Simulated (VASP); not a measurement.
# Pt2Se3 (P-3m1) in VASP: a series of runs

Runs on Pt2Se3. Level: PBE. Tasks: relaxation of cell and atoms, single point.

All numbers are computed with VASP 6.6.1; they aren't measurements. Logs are shortened: lines on timing, memory, paths and dates and some standing lists are left out, and cuts for length are marked.

### Step 1. Starting point

It takes space group P-3m1 (No. 164, trigonal). Conventional cell: a = 4.640 Å, b = 4.640 Å, c = 5.603 Å, α = 90.00°, β = 90.00°, γ = 120.00°. Around Pt (site symmetry 3m) lie 8 Se at 2.73 to 2.99 Å and 3 Pt at 3.09 Å. Around Se (site symmetry -3m) lie 6 Pt at 2.79 Å. Se (site symmetry 3m) has 5 Pt at 2.73 to 2.99 Å and 3 Se at 3.02 Å as nearest neighbours.

The cell was built by a generator and needn't be a form met in nature.

### Step 2. Relaxation of cell and atoms, PBE

INCAR reads:

```
PREC     = Accurate       # precision mode
ENCUT    = 600            # plane-wave cutoff, eV
EDIFF    = 1E-6           # SCF threshold, eV
ISMEAR   = 0              # smearing method
SIGMA    = 0.1            # smearing width, eV
LREAL    = F              # projectors in reciprocal space
LASPH    = T              # aspherical terms in the spheres
NELM     = 100            # most SCF steps
ALGO     = Normal         # electronic algorithm
ISIF     = 3              # what is computed and relaxed
LWAVE    = F              # write WAVECAR
LCHARG   = F              # write CHGCAR
GGA      = PE             # functional
IBRION   = 2              # ionic algorithm
NSW      = 90             # ionic steps
EDIFFG   = -0.04          # ionic threshold
```

KPOINTS reads:

```
regular mesh
0
Gamma
  6 6 4
```

POSCAR reads:

```
Pt2Se3
1.0
    4.6401645582      0.0000000000      0.0000000000
   -2.3200822791      4.0185003852      0.0000000000
    0.0000000000      0.0000000000      5.6025707876
Pt Se
2 3
Direct
    0.3333333333      0.6666666667      0.1380000000
    0.6666666667      0.3333333333      0.8620000000
    0.0000000000      0.0000000000      0.0000000000
    0.3333333333      0.6666666667      0.6250000000
    0.6666666667      0.3333333333      0.3750000000
```

Potentials or basis: VASP PAW PBE potentials, release 64 (Pt, Se).

Run with:

```console
$ cat potpaw_PBE.64/Pt/POTCAR potpaw_PBE.64/Se/POTCAR > POTCAR
$ mpirun -np 1 vasp_std > vasp.out
```

OUTCAR:

```text
PREC = Accurate
   ENCUT = 600
   EDIFF = 1E-6
   ISMEAR = 0
   LREAL = F
   LASPH = T
   NELM = 100
   ISIF = 3
   GGA = PE
   IBRION = 2
   NSW = 90
   EDIFFG = -0.04

 ion  position               nearest neighbor table
   1  0.333  0.667  0.138-   4 2.73   3 2.79   3 2.79   3 2.79   4 2.87   5 2.99   5 2.99   5 2.99
                             2 3.09   2 3.09   2 3.09
   2  0.667  0.333  0.862-   5 2.73   3 2.79   3 2.79   3 2.79   5 2.87   4 2.99   4 2.99   4 2.99
                             1 3.09   1 3.09   1 3.09
   3  0.000  0.000  0.000-   1 2.79   2 2.79   2 2.79   1 2.79   2 2.79   1 2.79
   4  0.333  0.667  0.625-   1 2.73   1 2.87   2 2.99   2 2.99   2 2.99
   5  0.667  0.333  0.375-   2 2.73   2 2.87   1 2.99   1 2.99   1 2.99

  LATTYP: Found a hexagonal cell.
 ALAT       =     4.6401645582
 C/A-ratio  =     1.2074077799

  Lattice vectors:

 A1 = (   4.6401645582,   0.0000000000,   0.0000000000)
 A2 = (  -2.3200822791,   4.0185003852,   0.0000000000)
 A3 = (   0.0000000000,   0.0000000000,   5.6025707876)

Analysis of symmetry for initial positions (statically):
=====================================================================
 Subroutine PRICEL returns:
 Original cell was already a primitive cell.

 Routine SETGRP: Setting up the symmetry group for a
 hexagonal supercell.

 Subroutine GETGRP returns: Found 12 space group operations
 (whereof 12 operations were pure point group operations)
 out of a pool of 24 trial point group operations.

The static configuration has the point symmetry D_3d.

Analysis of symmetry for dynamics (positions and initial velocities):
=====================================================================
 Subroutine PRICEL returns:
 Original cell was already a primitive cell.

 Routine SETGRP: Setting up the symmetry group for a
 hexagonal supercell.

 Subroutine GETGRP returns: Found 12 space group operations
 (whereof 12 operations were pure point group operations)
 out of a pool of 24 trial point group operations.

The dynamic configuration has the point symmetry D_3d.

 Subroutine INISYM returns: Found 12 space group operations
 (whereof 12 operations are pure point group operations),
 and found     1 'primitive' translations

----------------------------------------------------------------------------------------

                                     Primitive cell

  volume of cell :     104.4684

  direct lattice vectors                    reciprocal lattice vectors
     4.640164558  0.000000000  0.000000000     0.215509598  0.124424525  0.000000000
    -2.320082279  4.018500385  0.000000000     0.000000000  0.248849049  0.000000000
     0.000000000  0.000000000  5.602570788     0.000000000  0.000000000  0.178489490

  length of vectors
     4.640164558  4.640164558  5.602570788     0.248849049  0.248849049  0.178489490

  position of ions in fractional coordinates (direct lattice)
     0.333333333  0.666666667  0.138000000
     0.666666667  0.333333333  0.862000000
     0.000000000  0.000000000  0.000000000
     0.333333333  0.666666667  0.625000000
     0.666666667  0.333333333  0.375000000

  ion indices of the primitive-cell ions
   primitive index   ion index
                 1           1
                 2           2
                 3           3
                 4           4
                 5           5

----------------------------------------------------------------------------------------

 KPOINTS: regular mesh

Automatic generation of k-mesh.
 Grid dimensions read from file:
 generate k-points for:    6    6    4

 Generating k-lattice:

  Cartesian coordinates                     Fractional coordinates (reciprocal lattice)
     0.035918266  0.020737421  0.000000000     0.166666667 -0.000000000  0.000000000
     0.000000000  0.041474842  0.000000000     0.000000000  0.166666667  0.000000000
     0.000000000  0.000000000  0.044622372     0.000000000  0.000000000  0.250000000

  Length of vectors
     0.041474842  0.041474842  0.044622372

  Shift w.r.t. Gamma in fractional coordinates (k-lattice)
     0.000000000  0.000000000  0.000000000

 Subroutine IBZKPT returns following result:
 ===========================================

 Found     24 irreducible k-points:

 Following reciprocal coordinates:
            Coordinates               Weight
  0.000000  0.000000  0.000000      1.000000
  0.166667  0.000000  0.000000      6.000000
  0.333333 -0.000000  0.000000      6.000000
  0.500000  0.000000  0.000000      3.000000
  0.166667  0.166667  0.000000      6.000000
  0.333333  0.166667  0.000000     12.000000
[... 16 lines left out ...]
  0.333333  0.166667  0.500000     12.000000
  0.333333  0.333333  0.500000      2.000000
   k-points           NKPTS =     24   k-points in BZ     NKDIM =     24   number of bands    NBANDS=     23
   number of dos      NEDOS =    301   number of ions     NIONS =      5
   total plane-waves  NPLWV =  76800
   dimension x,y,z NGX =    40 NGY =   40 NGZ =   48
   dimension x,y,z NGXF=    80 NGYF=   80 NGZF=   96
   ions per type =               2   3
   NGX,Y,Z   is equivalent  to a cutoff of  14.33, 14.33, 14.24 a.u.
   NGXF,Y,Z  is equivalent  to a cutoff of  28.66, 28.66, 28.49 a.u.
 SYSTEM =  unknown system
   PREC   = accura    normal or accurate (medium, high low for compatibility)
   ISTART =      0    job   : 0-new  1-cont  2-samecut
   ICHARG =      2    charge: 1-file 2-atom 10-const
   ISPIN  =      1    spin polarized calculation?
   LNONCOLLINEAR =      F non collinear calculations
   LSORBIT =      F    spin-orbit coupling
   LASPH  =      T    aspherical Exc in radial PAW
   ENCUT  =  600.0 eV  44.10 Ry    6.64 a.u.   9.27  9.27 11.19*2*pi/ulx,y,z
   NELM   =    100;   NELMIN=  2; NELMDL= -5     # of ELM steps
   EDIFF  = 0.1E-05   stopping-criterion for ELM
   LREAL  =      F    real-space projection
   EDIFFG = -.4E-01   stopping-criterion for IOM
   NSW    =     90    number of steps for IOM
   IBRION =      2    ionic relax: 0-MD 1-quasi-New 2-CG
   NFREE  =      1    steps in history (QN), initial steepest desc. (CG)
   ISIF   =      3    stress and relaxation
   ISYM   =      2    0-nonsym 1-usesym 2-fastsym
   POTIM  = 0.5000    time-step for ionic-motion
   TEBEG  =    0.0;   TEEND  =   0.0 temperature during run
   PSTRESS=    0.0 pullay stress
   NELECT =      38.0000    total number of electrons
   NUPDOWN=      -1.0000    fix difference up-down
   EMIN   =  10.00;   EMAX   =-10.00  energy-range for DOS
   EFERMI =   0.00;   METHOD = LEGACY
   ISMEAR =     0;   SIGMA  =   0.10  broadening in eV -4-tet -1-fermi 0-gaus
   EFERMI_NEDOS =   21; number of points for ismear=-14 and -15
   IALGO  =     38    algorithm
   IMIX   =      4    mixing-type and parameters
     AMIX     =   0.40;   BMIX     =  1.00
     AMIX_MAG =   1.60;   BMIX_MAG =  1.00
  volume/ion in A,a.u.               =      20.89       141.00
  Fermi-wavevector in a.u.,A,eV,Ry     =   1.168623  2.208377 18.581202  1.365680
  Thomas-Fermi vector in A             =   2.305107
   LORBIT       =      0    0 simple, 1 ext, 2 COOP (PROOUT), +10 PAW based schemes
   GGA     = PE    functional components
   LHFCALC =     F    Hartree Fock is set to
   AEXX    =    0.0000 exact exchange contribution
   IVDW    =     0    specifies the selected vdW correction
   LEPSILON=     F    determine dielectric tensor
   LRPA    =     F    only Hartree local field effects (RPA)
 conjugate gradient relaxation of ions
 non-spin polarized calculation
 Gauss-broadening in eV      SIGMA  =   0.10
  energy-cutoff  :      600.00
  volume of cell :      104.47
 maximum number of plane-waves:      3502
 NGX is ok and might be reduce to    40
   NGX = 19   NGY = 19   NGZ = 23

--------------------------------------- Ionic step        1  -------------------------------------------

 number of electron      38.0000000 magnetization

 Free energy of the ion-electron system (eV)
  ---------------------------------------------------
  ext. energy  EPLUGINS =         0.00000000
  ---------------------------------------------------
  free energy    TOTEN  =       -21.13299400 eV

  energy without entropy =      -21.12051857  energy(sigma->0) =      -21.12675629

------------------------ aborting loop because EDIFF is reached ----------------------------------------

  FORCE on cell =-STRESS in cart. coord.  units (eV):
  Direction    XX          YY          ZZ          XY          YZ          ZX
  --------------------------------------------------------------------------------------
  -------------------------------------------------------------------------------------
  Total       -4.6418761     -4.6418761     -3.3021223      0.0000000     -0.0000000      0.0000000
  in kB      -71.1900624    -71.1900624    -50.6429485      0.0000000     -0.0000000      0.0000000
  external PRESSURE =     -64.3410245 kB  Pullay stress =       0.0000000 kB
[... 98 lines left out ...]
  FREE ENERGIE OF THE ION-ELECTRON SYSTEM (eV)
  ---------------------------------------------------
  free  energy   TOTEN  =       -21.3497177489 eV

  energy  without entropy=      -21.3360437350  energy(sigma->0) =      -21.34288074

 E-fermi :   4.8217     XC(G=0):  -9.9857

 val. band max:        4.8123065243   @ k =   0.5000   0.0000   0.0000
 cond. band min:       4.8589506707   @ k =   0.0000   0.1667   0.2500
 fundamental gap:      0.0466441463
 Fermi energy:         4.8216787261

 k-point     1 :       0.0000    0.0000    0.0000
  band No.  band energies     occupation
      1      -9.7422      2.00000
      2      -9.2730      2.00000
      3      -8.1515      2.00000
      4      -0.8579      2.00000
      5      -0.5998      2.00000
      6      -0.5998      2.00000
[... 613 lines left out ...]
     22       6.3914      0.00000
     23       9.8006      0.00000

[... ionic steps 4 to 44 ...]

--------------------------------------- Ionic step       45  -------------------------------------------

 number of electron      38.0000022 magnetization

------------------------ aborting loop because EDIFF is reached ----------------------------------------

  FORCE on cell =-STRESS in cart. coord.  units (eV):
  Direction    XX          YY          ZZ          XY          YZ          ZX
  --------------------------------------------------------------------------------------
  -------------------------------------------------------------------------------------
  Total        0.1492479      0.1492479     -0.0234498      0.0000000      0.0000000      0.0000000
  in kB        2.2102487      2.2102487     -0.3472744      0.0000000      0.0000000      0.0000000
  external PRESSURE =       1.3577410 kB  Pullay stress =       0.0000000 kB
[... 63 lines left out ...]
  energy  without entropy=      -23.5767690737  energy(sigma->0) =      -23.58444552

--------------------------------------- Ionic step       47  -------------------------------------------

 number of electron      38.0000023 magnetization

 Free energy of the ion-electron system (eV)
  ---------------------------------------------------
  ext. energy  EPLUGINS =         0.00000000
  ---------------------------------------------------
  free energy    TOTEN  =       -23.59236644 eV

  energy without entropy =      -23.57717716  energy(sigma->0) =      -23.58477180

 E-fermi :   5.4764     XC(G=0): -10.3407

 val. band max:        5.4750083451   @ k =   0.0000   0.3333   0.2500
 cond. band min:       5.4834022968   @ k =   0.5000   0.0000   0.0000
 fundamental gap:      0.0083939517
 Fermi energy:         5.4763660728

 k-point     1 :       0.0000    0.0000    0.0000
  band No.  band energies     occupation
      1      -9.3052      2.00000
      2      -8.4823      2.00000
      3      -7.7609      2.00000
      4      -0.4854      2.00000
      5       0.0437      2.00000
      6       0.0437      2.00000
[... 645 lines left out ...]
  FREE ENERGIE OF THE ION-ELECTRON SYSTEM (eV)
  ---------------------------------------------------
  free  energy   TOTEN  =       -23.5923664429 eV

  energy  without entropy=      -23.5771771570  energy(sigma->0) =      -23.58477180

 reached required accuracy - stopping structural energy minimisation
```

Run time: 15 min. Hardware: 1 thread of Intel Xeon 6975P-C (Granite Rapids), shared host; peak memory 0.34 GiB.

Results:

* Free energy: -23.5924 eV
* Relaxed volume: 21.68 Å³/atom
* Relaxed cell: a = 3.770 Å, b = 3.770 Å, c = 8.811 Å, α = 90.00°, β = 90.00°, γ = 120.00°
* Space group after relaxing (to 0.05 Å): P-3m1 (No. 164)
* Energy gained by relaxing: 491.9 meV/atom
* Ionic steps: 47
* Pressure after relaxing: -0.1 GPa
* Largest force after relaxing: 0.033 eV/Å
* Band gap on the k mesh: none (metal or under the smearing width)

Forces in eV/Å, atoms in the order of the input:
```
Pt   0.000  0.000  0.033
Pt   0.000  0.000 -0.033
Se   0.000  0.000  0.000
Se   0.000  0.000  0.003
Se   0.000  0.000 -0.003
```

The path:
```
step  energy change (eV)  largest force (eV/Å)  pressure (GPa)  volume (Å³)
   1              0.0000                0.7958           -6.43       104.47
   3             -0.2167                0.9019            1.75        96.30
   5             -1.0432                1.3232            4.28        93.65
   7             -1.2320                0.7517            6.88        92.47
   9             -1.3705                0.7278            0.42        97.48
  11             -1.4403                0.4154           -0.56        97.98
  13             -1.5045                0.3631           -0.04        97.43
  15             -1.5399                0.2311            1.58        96.56
  17             -1.5906                0.3714            2.13        97.37
  19             -1.6183                0.3991           -1.20       100.53
  21             -1.7489                1.0119            0.08       102.92
  23             -1.7508                1.1651            0.47       103.18
  25             -1.8237                1.4420            0.96       104.87
  27             -1.7965                2.6641            6.92       110.08
  29             -1.9422                2.1265            3.40       108.76
  31             -2.1303                1.7613            0.55       114.86
  33             -2.1819                1.5230           -0.34       115.76
  35             -2.3993                0.5146           -2.02       112.90
  37             -2.4367                0.2402           -0.67       110.00
  39             -2.4478                0.2038            0.24       108.68
  41             -2.4542                0.1166           -0.14       108.51
  43             -2.4577                0.0653            0.62       107.77
  45             -2.4590                0.0433            0.14       108.19
  47             -2.4594                0.0333           -0.12       108.42
```

Final structure:
```cif
data_structure
_symmetry_space_group_name_H-M 'P 1'
_symmetry_Int_Tables_number 1
_cell_length_a 3.7696
_cell_length_b 3.7696
_cell_length_c 8.8107
_cell_angle_alpha 90.000
_cell_angle_beta 90.000
_cell_angle_gamma 120.000
_cell_volume 108.42
loop_
_atom_site_label
_atom_site_type_symbol
_atom_site_fract_x
_atom_site_fract_y
_atom_site_fract_z
_atom_site_occupancy
Pt1 Pt 0.33333 0.66667 0.18843 1
Pt2 Pt 0.66667 0.33333 0.81157 1
Se1 Se 0.00000 0.00000 0.00000 1
Se2 Se 0.33333 0.66667 0.67654 1
Se3 Se 0.66667 0.33333 0.32346 1
```

Levels at points of the mesh, in eV from the Fermi level:
| k point | band 17 | band 18 | band 19 | band 20 | band 21 | band 22 |
| --- | --- | --- | --- | --- | --- | --- |
| (0.00, 0.00, 0.00) | -0.97 | 0.04 | 1.05 | 1.05 | 2.43 | 2.43 |
| (0.50, 0.00, 0.00) | -2.19 | -1.55 | -0.74 | 0.01 | 1.87 | 1.89 |
| (0.00, 0.00, 0.50) | -1.05 | -1.05 | 1.23 | 1.23 | 2.33 | 2.33 |
| (0.50, 0.00, 0.50) | -2.11 | -2.03 | -0.93 | -0.22 | 2.25 | 2.34 |

Caveat: this functional lacks dispersion, which binds the layers, so the pressure and a relaxed spacing across them are unreliable. Spin-orbit coupling is left out, which matters for the levels of Pt.

### Step 3. Single point, PBE

This run uses another cell than the first one, of 21.68 Å³/atom, 1.038 times its volume.

INCAR reads:

```
SYSTEM = Pt2Se3
PREC     = Accurate       ! precision mode
ENCUT    = 520            ! plane-wave cutoff, eV
EDIFF    = 1E-6           ! SCF threshold, eV
ISMEAR   = 0              ! smearing method
SIGMA    = 0.1            ! smearing width, eV
LREAL    = .FALSE.        ! projectors in reciprocal space
LASPH    = .TRUE.         ! aspherical terms in the spheres
NELM     = 100            ! most SCF steps
ALGO     = Fast           ! electronic algorithm
ISIF     = 2              ! what is computed and relaxed
LWAVE    = .FALSE.        ! write WAVECAR
LCHARG   = .FALSE.        ! write CHGCAR
GGA      = PE             ! functional
NBANDS   = 27             ! bands
```

KPOINTS reads:

```
regular mesh
0
G
  12 12 4
  0 0 0
```

POSCAR reads:

```
Pt2Se3
1.0
    3.7626393504      0.0000000000      0.0000000000
   -1.8813196752      3.2585412627      0.0000000000
    0.0000000000      0.0000000000      8.8421328672
Pt Se
2 3
Direct
    0.3333333333      0.6666666667      0.1892659940
    0.6666666667      0.3333333333      0.8107340060
    0.0000000000      0.0000000000      0.0000000000
    0.3333333333      0.6666666667      0.6759802436
    0.6666666667      0.3333333333      0.3240197564
```

Potentials or basis: VASP PAW PBE potentials, release 64 (Pt, Se).

Run with:

```console
$ cat potpaw_PBE.64/Pt/POTCAR potpaw_PBE.64/Se/POTCAR > POTCAR
$ mpirun -np 1 vasp_std > vasp.out
```

Wall time 77 s (1 thread of Intel Xeon 6975P-C (Granite Rapids), shared host); peak memory 0.34 GiB.

Results (log left out):

```
Free energy            : -23.5883 eV
Pressure               : 0.0 GPa
Largest force          : 0.011 eV/Å
Band gap on the k mesh : none (metal or under the smearing width)
```

Forces in eV/Å, atoms in the order of the input:
```
Pt   0.000  0.000 -0.011
Pt   0.000  0.000  0.011
Se   0.000  0.000  0.000
Se   0.000  0.000 -0.007
Se   0.000  0.000  0.007
```

Levels at points of the mesh, in eV from the Fermi level:
```csv
k point,band 16,band 17,band 18,band 19,band 20,band 21,band 22,band 23
"(0.00, 0.00, 0.00)",-0.93,-0.93,0.04,1.06,1.06,2.43,2.43,2.91
"(0.50, 0.00, 0.00)",-2.27,-2.19,-1.55,-0.76,0.02,1.87,1.89,2.07
"(0.00, 0.00, 0.50)",-1.20,-1.01,-1.01,1.25,1.25,2.32,2.32,3.85
"(0.50, 0.00, 0.50)",-2.32,-2.10,-2.02,-0.95,-0.21,2.24,2.33,2.69
```

Caveat: this functional lacks dispersion, which binds the layers, so the pressure and a relaxed spacing across them are unreliable.
